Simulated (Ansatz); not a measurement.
**HfO2: equation of state with PBE**

The system is HfO2.

```
CELL_PARAMETERS angstrom
5.21946 0.00000 0.00000
0.00000 5.00476 0.00000
0.00000 0.00000 5.03269
ATOMIC_POSITIONS crystal
Hf 0.96699 0.73252 0.74144
Hf 0.53301 0.73252 0.24144
Hf 0.46699 0.26748 0.74144
Hf 0.03301 0.26748 0.24144
O 0.63213 0.92865 0.87927
O 0.86787 0.92865 0.37927
O 0.23395 0.53988 0.49229
O 0.26605 0.53988 0.99229
O 0.76605 0.46012 0.99229
O 0.73395 0.46012 0.49229
O 0.13213 0.07135 0.87927
O 0.36787 0.07135 0.37927
```

Measurements of this composition are mostly on another form, of space group No. 14.

```yaml
Program: Ansatz 0.2.0
Task: equation of state
Functional: PBE
Potentials_or_basis: Ansatz PAW
Cutoff: 420 eV
Density_cutoff: 1680 eV
k_mesh: 5 × 6 × 5
Occupations: fermi-dirac, width 0.05 eV
Spin: no spin polarisation
```

- Equilibrium volume: 11.37 Å³/atom
- Bulk modulus at fixed shape and positions: 241 GPa
- Pressure derivative of the bulk modulus: 4.2

Energy against volume, from the lowest point:
```csv
volume (Å³/atom),energy (meV/atom)
10.298,90.76
10.517,55.47
10.736,29.66
10.955,12.33
11.175,2.70
11.394,0.00
11.613,3.63
```

All runs of the series together: 2.5 min on 2 threads of Arm Neoverse V2, with other jobs on the host.

Caveat: the cell was scaled at fixed shape and fractional positions, which overstates the stiffness of a crystal with free parameters, most of all of layers and chains. The run has no spin-orbit coupling, so splittings on Hf are missing.
